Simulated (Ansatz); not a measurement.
Input and output for Os (fcc type): DFT, PBE, PAW with Ansatz's default frozen-core files, scalar-relativistic (Ansatz 0.2.0). This run: fcc relaxed.

The start is a guessed cell of a prototype that needn't be stable.

Command: `ansatz run input.yaml --threads 1 --pin off --max-ram 3072MiB --backend cpu --events-out ev --progress --plain --runs-dir out` It took 7 s on 1 thread of Arm Neoverse V1, on a shared host, peak memory 0.3 GiB.

```yaml
crystal:
  lattice:
    - [0.0, 1.9256898635, 1.9256898635]
    - [1.9256898635, 0.0, 1.9256898635]
    - [1.9256898635, 1.9256898635, 0.0]
  atoms:
    - { symbol: Os, position: [0.0, 0.0, 0.0] }
kpoints:
  mp_grid: { grid: [18, 18, 18] }
scf:
  occupations: { method: fermi_dirac, width: 0.05 }
hamiltonian:
  xc: pbe
  pseudopotentials: { kind: paw }
output:
  forces: true
  stress: true
relax:
  f_tol: 0.005
  max_steps: 40
  cell: {}
```

Output:

```
Engine: ansatz 0.2.0
Pseudopotentials: kind: paw
Pseudopotential: Os, paw, valence charge 16, recommended cutoff 420 eV (normal), Os.paw.azcp
Functional definition: PBE
  parameter kappa = 0.804
  parameter beta = 0.06672455060314922
  exchange = pbe_x(kappa = kappa, mu = beta*pi^2/3)
  correlation = pbe_c(beta = beta)
Crystal: 1 atoms, lattice volume = 14.282 Å³
Basis set: ecut = 420 eV, 283 PW (Γ), exchange–correlation on 40×40×40 points (8 copies of the dense FFT grid, shifted against one another)
Bands: 12, of which v1, the nominal top of the filled ones, is band 8 counted from 1 (7 counted from 0)
Symmetry: 48 space group operations
Space group: Fm-3m (ITA 225), of the structure as read, at distance tolerance 2.4e-5 Å
k-points: 195 of 5832
Non-local potential: Os, projectors of the file, l = 0: 3, l = 1: 2, l = 2: 2, l = 3: 1
PAW form: soft (Blöchl's): semilocal exchange-correlation on the pseudo side does not see the compensation charge
PAW one-centre angular grid: Os, 590 points (default); XC on 64 Gauss nodes
Initial density: superposition of atomic densities (neutral atoms: chi_scale 0, normalization atom), corrected by the library's trained network
Initial wavefunctions: pseudopotential atomic-orbital guess
Functional: x = pbe(κ = 0.804, μ = 0.2195149727645171), c = pbe(β = 0.06672455060314922)
SCF iter   1: F=—  HF=-11384.413419 eV  |F-HF|=—  |Δ(HF+E_count)|=         —  Δρ=6.01e-3  dr2=9.88e-4  ethr=1.77e-3  ⟨swp⟩=5.1  Hψ=11976  notcnv=0
preconditioner: auto → none  [metal: Δε(μ)=0.019 eV  Ē_g=11.830 eV  σ=0.050 eV  W_gap=0.10  n_scr=0 (ndim 8)  ℏωp=27.8 eV  f_vac=0.000  D(μ)=0.78/eV (n_scr^D=8)]
SCF iter   2: F=—  HF=-11384.413508 eV  |F-HF|=—  |Δ(HF+E_count)|=   8.94e-5  Δρ=3.00e-3  dr2=2.20e-4  ethr=6.17e-6  ⟨swp⟩=2.1  Hψ=4438  notcnv=0
SCF iter   3: F=—  HF=-11384.413801 eV  |F-HF|=—  |Δ(HF+E_count)|=   2.93e-4  Δρ=6.28e-4  dr2=3.72e-5  ethr=1.38e-6  ⟨swp⟩=2.0  Hψ=3150  notcnv=0
SCF iter   4: F=—  HF=-11384.413793 eV  |F-HF|=—  |Δ(HF+E_count)|=   7.62e-6  Δρ=1.10e-4  dr2=1.22e-6  ethr=2.32e-7  ⟨swp⟩=2.5  Hψ=3422  notcnv=0
iter 5 did not close the SCF: its close was put off for the readings that it lacked (scf_convergence_deferred on its scf_iter line)
SCF iter   5: F=-11384.413793 eV  HF=-11384.413793 eV  |F-HF|=3.51e-10  |Δ(HF+E_count)|=   1.88e-7  Δρ=1.46e-5  dr2=1.18e-8  ethr=7.62e-9  ⟨swp⟩=2.4  Hψ=3485  notcnv=0
SCF iter   6: F=-11384.413793 eV  HF=-11384.413793 eV  |F-HF|=1.18e-10  |Δ(HF+E_count)|=   4.09e-9  Δρ=1.54e-6  dr2=2.14e-10  ethr=7.35e-11  ⟨swp⟩=1.9  Hψ=7069  notcnv=0
SCF 1 converged in 6 iterations: F = -11384.413793 eV  dr2 = 2.14e-10
  greatest PAW one-centre occupation: 1.000 electrons in one spin orbital (limit 2), on the Os atom at site 0 (counted from 0), in its partial waves of l = 0
relax step   1: F+E_penalty+E_count = -11384.41379324 eV  Δ(F+E_penalty+E_count) = +0.000e0 eV  max|allowed force component| = 0.000e0 eV/Å  Δτ_max = 0.0000 Å  P = +1.352 GPa  Ω = 14.282 Å³  (6 SCF iters, dr2 threshold 1.00e-7 eV, accepted)
Crystal: 1 atoms, lattice volume = 14.432 Å³
Initial density: handed on by an earlier stage of this run
Initial wavefunctions: those handed on with the density
iter 1 solved again at ethr=6.20e-8 eV; its pass at ethr=3.10e-3 eV (dr2=9.92e-6 eV) is discarded
SCF iter   1: F=—  HF=-11384.413068 eV  |F-HF|=—  |Δ(HF+E_count)|=         —  Δρ=4.05e-4  dr2=1.00e-5  ethr=6.20e-8  ⟨swp⟩=2.0  Hψ=15874  notcnv=0
preconditioner: auto → none  [metal: Δε(μ)=0.016 eV  Ē_g=11.712 eV  σ=0.050 eV  W_gap=0.08  n_scr=0 (ndim 8)  ℏωp=27.6 eV  f_vac=0.000  D(μ)=0.80/eV (n_scr^D=8)]
SCF iter   2: F=—  HF=-11384.413070 eV  |F-HF|=—  |Δ(HF+E_count)|=   2.30e-6  Δρ=1.95e-4  dr2=1.71e-6  ethr=6.20e-8  ⟨swp⟩=2.0  Hψ=3022  notcnv=0
SCF iter   3: F=—  HF=-11384.413071 eV  |F-HF|=—  |Δ(HF+E_count)|=   1.47e-6  Δρ=3.45e-5  dr2=1.37e-7  ethr=1.07e-8  ⟨swp⟩=2.0  Hψ=3235  notcnv=0
SCF iter   4: F=-11384.413071 eV  HF=-11384.413071 eV  |F-HF|=3.15e-10  |Δ(HF+E_count)|=   1.36e-8  Δρ=5.22e-6  dr2=8.50e-10  ethr=6.25e-10  ⟨swp⟩=4.0  Hψ=7046  notcnv=0
SCF 2 converged in 4 iterations: F = -11384.413071 eV  dr2 = 8.50e-10
relax step   2: F+E_penalty+E_count = -11384.41307127 eV  Δ(F+E_penalty+E_count) = +7.220e-4 eV  max|allowed force component| = 0.000e0 eV/Å  Δτ_max = 0.0000 Å  P = -2.682 GPa  Ω = 14.432 Å³  energy of the carried Pulay correction = -8.035e-5 eV  (4 SCF iters, dr2 threshold 1.00e-7 eV, rejected (line search))
Crystal: 1 atoms, lattice volume = 14.332 Å³
iter 1 solved again at ethr=2.90e-8 eV; its pass at ethr=3.10e-3 eV (dr2=4.65e-6 eV) is discarded
SCF iter   1: F=—  HF=-11384.413973 eV  |F-HF|=—  |Δ(HF+E_count)|=         —  Δρ=2.71e-4  dr2=4.53e-6  ethr=2.90e-8  ⟨swp⟩=2.0  Hψ=15364  notcnv=0
preconditioner: auto → none  [metal: Δε(μ)=0.016 eV  Ē_g=11.790 eV  σ=0.050 eV  W_gap=0.08  n_scr=0 (ndim 8)  ℏωp=27.7 eV  f_vac=0.000  D(μ)=0.79/eV (n_scr^D=8)]
SCF iter   2: F=—  HF=-11384.413974 eV  |F-HF|=—  |Δ(HF+E_count)|=   1.38e-6  Δρ=1.30e-4  dr2=7.56e-7  ethr=2.83e-8  ⟨swp⟩=2.0  Hψ=3024  notcnv=0
SCF iter   3: F=—  HF=-11384.413974 eV  |F-HF|=—  |Δ(HF+E_count)|=   8.73e-7  Δρ=2.31e-5  dr2=5.94e-8  ethr=4.72e-9  ⟨swp⟩=2.0  Hψ=3108  notcnv=0
SCF iter   4: F=—  HF=-11384.413974 eV  |F-HF|=—  |Δ(HF+E_count)|=   4.22e-9  Δρ=3.41e-6  dr2=3.61e-10  ethr=3.71e-10  ⟨swp⟩=2.4  Hψ=3528  notcnv=0
SCF iter   5: F=-11384.413974 eV  HF=-11384.413974 eV  |F-HF|=1.82e-12  |Δ(HF+E_count)|=  1.31e-10  Δρ=2.10e-7  dr2=1.74e-12  ethr=1.00e-12  ⟨swp⟩=3.7  Hψ=10092  notcnv=0
SCF 3 converged in 5 iterations: F = -11384.413974 eV  dr2 = 1.74e-12
relax step   3: F+E_penalty+E_count = -11384.41397361 eV  Δ(F+E_penalty+E_count) = -1.804e-4 eV  max|allowed force component| = 0.000e0 eV/Å  Δτ_max = 0.0000 Å  P = -0.018 GPa  Ω = 14.332 Å³  energy of the carried Pulay correction = -2.684e-5 eV  (5 SCF iters, accepted)
Initial wavefunctions: pseudopotential atomic-orbital guess (no wavefunctions were taken with the density)
iter 1 solved again at ethr=1.10e-7 eV; its pass at ethr=3.10e-3 eV (dr2=1.76e-5 eV) is discarded
SCF iter   1: F=—  HF=-11384.413997 eV  |F-HF|=—  |Δ(HF+E_count)|=         —  Δρ=9.25e-6  dr2=2.11e-9  ethr=1.10e-7  ⟨swp⟩=3.0  Hψ=18187  notcnv=0
eigensolver tolerance schedule: the retry pair's looser diagonalisation over-reported the residual by 8365.91 of it (diagonalisation noise at 0.42 of the residual, at the tolerance the schedule requests for it); recorded, not acted on — ethr = c·dr2/N_el stays at c = 1.0e-1
SCF iter   2: F=—  HF=-11384.413996 eV  |F-HF|=—  |Δ(HF+E_count)|=   8.91e-7  Δρ=4.51e-6  dr2=4.69e-10  ethr=1.32e-11  ⟨swp⟩=2.5  Hψ=4076  notcnv=0
SCF iter   3: F=—  HF=-11384.413996 eV  |F-HF|=—  |Δ(HF+E_count)|=  2.73e-11  Δρ=1.13e-6  dr2=6.20e-11  ethr=2.93e-12  ⟨swp⟩=2.0  Hψ=3035  notcnv=0
SCF iter   4: F=-11384.413996 eV  HF=-11384.413996 eV  |F-HF|=7.28e-12  |Δ(HF+E_count)|=    0.00e0  Δρ=2.10e-7  dr2=4.14e-12  ethr=1.00e-12  ⟨swp⟩=3.1  Hψ=10166  notcnv=0
SCF 4 converged in 4 iterations: F = -11384.413996 eV  dr2 = 4.14e-12
relax step   4: F+E_penalty+E_count = -11384.41399597 eV  Δ(F+E_penalty+E_count) = -2.236e-5 eV  max|allowed force component| = 0.000e0 eV/Å  Δτ_max = 0.0000 Å  P = -0.020 GPa  Ω = 14.332 Å³  stress off target by 2.00e-2 GPa  SCF on the basis re-selected at this cell (its energy is not comparable with the rows above)  (4 SCF iters)
basis re-selected at this cell: Δ(F+E_penalty+E_count) = -2.236e-5 eV, ΔP = -0.002 GPa vs the last step (what re-selecting the basis moved, of the pressure what is left beyond the Pulay correction that the steps carried, after the strain that the cell walked since its last selection, with what the two solves' SCF thresholds leave and, on support functions, any second-order correction that the steps lacked; it is no measure of the basis error at this ecutwfc). This SCF's stress stands 2.00e-2 GPa from its target on what of the cell is left free (relax.cell.stress_tol is 5.00e-2 GPa) and its largest allowed force component is 0.00e0 eV/Å (relax.f_tol is 5.00e-3 eV/Å): within both
SCF converged after 4 iterations
Free energy (F): -11384.413996 eV
Harris-Foulkes:  -11384.413996 eV  (|F-HF|=7.28e-12)
Internal energy: -11384.407446 eV  (E = F + TS)
E sigma→0 (E₀):  -11384.410721 eV
Entropy (-TS):   -0.006550 eV (-6.550 meV/atom)
Fermi energy:    25.124055 eV
--- Per-component energies (eV) ---
  E_band       = -75.145448
  E_kinetic    = 561.594895
  E_local      = -806.659572  (includes V_loc(G=0)·N_el)
  E_nonlocal   = -2.000067
  E_hartree    = 332.619302
  E_xc         = -266.623509
  E_vxc        = -283.950277  (∫ρ·V_xc dr)
  E_paw        = -9011.712122  (= ΣΔE_a)
  E_vpaw       = -209.369001  (= ΣTr[D̂ρ^β])
  E_aug_tail   = -0.000087  (compensation charges beyond the density's cutoff)
  E_ewald      = -2191.626285
  E_smearing   = -0.006550  (= −TS)
  E_closure    = 0.000000  (closes the sum)
  Σ components = -11384.413996   (vs F -11384.413996, Δ=0.00e0)
--- Forces (eV/Å), atoms counted from 1 ---
  atom   1  Os    -0.00000000     0.00000000     0.00000000
  max |Σ_I F_I| component: 2.52e-32 eV/Å
--- Stress (GPa, compression-positive) ---
       -0.020048      -0.000000      -0.000000
       -0.000000      -0.020048      -0.000000
       -0.000000      -0.000000      -0.020048
  P = ⅓ Tr σ = -0.0200 GPa (-0.200 kbar)
--- Relaxed structure (3 steps of the walk, 2 accepted, 1 SCFs on fresh bases) ---
  F+E_penalty+E_count = -11384.41399597 eV   max|allowed force component| = 0.000e0 eV/Å   (the final SCF, on the basis selected at the relaxed cell)
  cell:  # Å, volume = 14.3319 Å³
    - [-1.2738430082238974e-35, 1.9279312762353364, 1.9279312762353364]
    - [1.9279312762353364, 1.2738430082238975e-34, 1.9279312762353364]
    - [1.9279312762353364, 1.9279312762353364, 1.6559959106910668e-34]
  atoms:
    - { symbol: Os, position: [0.0, 0.0, 0.0] }
```

Next run (bcc relaxed), as changes to the input before:

```diff
   lattice:
-    - [0.0, 1.9256898635, 1.9256898635]
-    - [1.9256898635, 0.0, 1.9256898635]
-    - [1.9256898635, 1.9256898635, 0.0]
+    - [-1.5284210575, 1.5284210575, 1.5284210575]
+    - [1.5284210575, -1.5284210575, 1.5284210575]
+    - [1.5284210575, 1.5284210575, -1.5284210575]
   atoms:
 kpoints:
-  mp_grid: { grid: [18, 18, 18] }
+  mp_grid: { grid: [19, 19, 19] }
 scf:
```

Results part of the output:

```
basis re-selected at this cell: Δ(F+E_penalty+E_count) = -2.316e-4 eV, ΔP = -0.026 GPa vs the last step (what re-selecting the basis moved, of the pressure what is left beyond the Pulay correction that the steps carried, after the strain that the cell walked since its last selection, with what the two solves' SCF thresholds leave and, on support functions, any second-order correction that the steps lacked; it is no measure of the basis error at this ecutwfc). This SCF's stress stands 1.09e-2 GPa from its target on what of the cell is left free (relax.cell.stress_tol is 5.00e-2 GPa) and its largest allowed force component is 0.00e0 eV/Å (relax.f_tol is 5.00e-3 eV/Å): within both
SCF converged after 5 iterations
Free energy (F): -11383.659393 eV
Harris-Foulkes:  -11383.659393 eV  (|F-HF|=3.64e-12)
Internal energy: -11383.646405 eV  (E = F + TS)
E sigma→0 (E₀):  -11383.652899 eV
Entropy (-TS):   -0.012989 eV (-12.989 meV/atom)
Fermi energy:    24.660962 eV
--- Per-component energies (eV) ---
  E_band       = -86.316692
  E_kinetic    = 562.113981
  E_local      = -838.911130  (includes V_loc(G=0)·N_el)
  E_nonlocal   = -2.014442
  E_hartree    = 342.695244
  E_xc         = -266.248590
  E_vxc        = -283.419002  (∫ρ·V_xc dr)
  E_paw        = -9011.791771  (= ΣΔE_a)
  E_vpaw       = -209.476507  (= ΣTr[D̂ρ^β])
  E_aug_tail   = -0.000071  (compensation charges beyond the density's cutoff)
  E_ewald      = -2169.489627
  E_smearing   = -0.012989  (= −TS)
  E_closure    = -0.000000  (closes the sum)
  Σ components = -11383.659393   (vs F -11383.659393, Δ=0.00e0)
--- Forces (eV/Å), atoms counted from 1 ---
  atom   1  Os     0.00000000    -0.00000000     0.00000000
  max |Σ_I F_I| component: 1.05e-31 eV/Å
--- Stress (GPa, compression-positive) ---
       -0.010948      -0.000000      -0.000000
        0.000000      -0.010948       0.000000
       -0.000000       0.000000      -0.010948
  P = ⅓ Tr σ = -0.0109 GPa (-0.109 kbar)
--- Relaxed structure (4 steps of the walk, 3 accepted, 1 SCFs on fresh bases) ---
  F+E_penalty+E_count = -11383.65939349 eV   max|allowed force component| = 0.000e0 eV/Å   (the final SCF, on the basis selected at the relaxed cell)
  cell:  # Å, volume = 14.7779 Å³
    - [-1.5459096616279215, 1.5459096616279215, 1.5459096616279215]
    - [1.5459096616279215, -1.5459096616279215, 1.5459096616279215]
    - [1.5459096616279215, 1.5459096616279215, -1.5459096616279215]
  atoms:
    - { symbol: Os, position: [0.0, 0.0, 0.0] }
```

Next run (hcp relaxed), as changes to the input before:

```diff
   lattice:
-    - [-1.5284210575, 1.5284210575, 1.5284210575]
-    - [1.5284210575, -1.5284210575, 1.5284210575]
-    - [1.5284210575, 1.5284210575, -1.5284210575]
+    - [2.7305981567, 0.0, 0.0]
+    - [-1.3652990784, 2.3647673712, 0.0]
+    - [0.0, 0.0, 4.4235690139]
   atoms:
-    - { symbol: Os, position: [0.0, 0.0, 0.0] }
+    - { symbol: Os, position: [0.3333333333, 0.6666666667, 0.25] }
+    - { symbol: Os, position: [0.6666666667, 0.3333333333, 0.75] }
 kpoints:
-  mp_grid: { grid: [19, 19, 19] }
+  mp_grid: { grid: [17, 17, 9] }
 scf:
   stress: true
+  write_density: true
+  write_potential: true
+  elf: true
+  volumetric_format: npy
 relax:
```

Results part of the output:

```
basis re-selected at this cell: Δ(F+E_penalty+E_count) = +4.810e-5 eV, ΔP = +0.001 GPa vs the last step (what re-selecting the basis moved, of the pressure what is left beyond the Pulay correction that the steps carried, after the strain that the cell walked since its last selection, with what the two solves' SCF thresholds leave and, on support functions, any second-order correction that the steps lacked; it is no measure of the basis error at this ecutwfc). This SCF's stress stands 1.22e-2 GPa from its target on what of the cell is left free (relax.cell.stress_tol is 5.00e-2 GPa) and its largest allowed force component is 1.16e-16 eV/Å (relax.f_tol is 5.00e-3 eV/Å): within both
SCF converged after 8 iterations
Free energy (F): -22769.100203 eV
Harris-Foulkes:  -22769.100203 eV  (|F-HF|=7.28e-12)
Internal energy: -22769.090573 eV  (E = F + TS)
E sigma→0 (E₀):  -22769.095388 eV
Entropy (-TS):   -0.009630 eV (-4.815 meV/atom)
Fermi energy:    25.415256 eV
--- Per-component energies (eV) ---
  E_band       = -147.860102
  E_kinetic    = 1122.963942
  E_local      = -1606.606101  (includes V_loc(G=0)·N_el)
  E_nonlocal   = -4.117580
  E_hartree    = 663.326920
  E_xc         = -533.362125
  E_vxc        = -568.060152  (∫ρ·V_xc dr)
  E_paw        = -18023.392266  (= ΣΔE_a)
  E_vpaw       = -418.693862  (= ΣTr[D̂ρ^β])
  E_aug_tail   = -0.000190  (compensation charges beyond the density's cutoff)
  E_ewald      = -4387.903174
  E_smearing   = -0.009630  (= −TS)
  E_closure    = 0.000000  (closes the sum)
  Σ components = -22769.100203   (vs F -22769.100203, Δ=0.00e0)
--- Forces (eV/Å), atoms counted from 1 ---
  atom   1  Os     0.00000000     0.00000000     0.00000000
  atom   2  Os     0.00000000    -0.00000000     0.00000000
  max |Σ_I F_I| component: 1.85e-17 eV/Å
--- Stress (GPa, compression-positive) ---
       -0.004747      -0.000000       0.000000
       -0.000000      -0.004747      -0.000000
        0.000000      -0.000000       0.012242
  P = ⅓ Tr σ = 0.0009 GPa (0.009 kbar)
--- Band table (eV; the first three rows and the last of 165) ---
  k-point 0: bands = ["-61.1911", "-61.0838", "-21.1629", "-20.2905", "-20.2905", "-20.1212", "-20.1212", "-20.0651", "14.6144", "17.7738", "22.4154", "22.4154", "22.6957", "23.2385", "23.2385", "23.8489", "23.8489", "25.4249", "27.0335", "27.0335"]
  k-point 1: bands = ["-61.1879", "-61.0871", "-21.1316", "-20.2854", "-20.2854", "-20.1263", "-20.1263", "-20.1001", "14.7667", "17.7927", "22.3186", "22.3186", "22.6069", "23.1384", "23.1384", "24.0808", "24.0808", "24.9247", "27.0542", "27.0542"]
  k-point 2: bands = ["-61.1786", "-61.0964", "-21.0409", "-20.2708", "-20.2708", "-20.2004", "-20.1411", "-20.1411", "15.2066", "17.8138", "22.1655", "22.1655", "22.3714", "22.8876", "22.8876", "23.8212", "24.6240", "24.6240", "27.0508", "27.0508"]
  k-point 164: bands = ["-61.0797", "-61.0785", "-20.9449", "-20.9365", "-20.7044", "-20.6454", "-20.2709", "-20.2610", "19.5389", "19.6706", "20.4919", "20.7186", "21.9979", "22.0493", "23.9549", "24.3138", "26.9529", "27.0664", "32.8156", "33.1438"]
--- Relaxed structure (5 steps of the walk, 4 accepted, 1 SCFs on fresh bases) ---
  F+E_penalty+E_count = -22769.10020297 eV   max|allowed force component| = 1.156e-16 eV/Å   (the final SCF, on the basis selected at the relaxed cell)
  cell:  # Å, volume = 28.5535 Å³
    - [2.755475304727567, 2.913050857659221e-11, -4.930239759156236e-30]
    - [-1.3777376523890112, 2.386311613380175, -4.037342052782431e-19]
    - [-2.787021280219006e-33, -7.552312088161096e-19, 4.342452926180165]
  atoms:
    - { symbol: Os, position: [0.3333333333333333, 0.6666666666666665, 0.24999999999999997] }
    - { symbol: Os, position: [0.6666666666666666, 0.3333333333333333, 0.75] }
```

Spin–orbit coupling is left out, which matters for the heavy atoms.
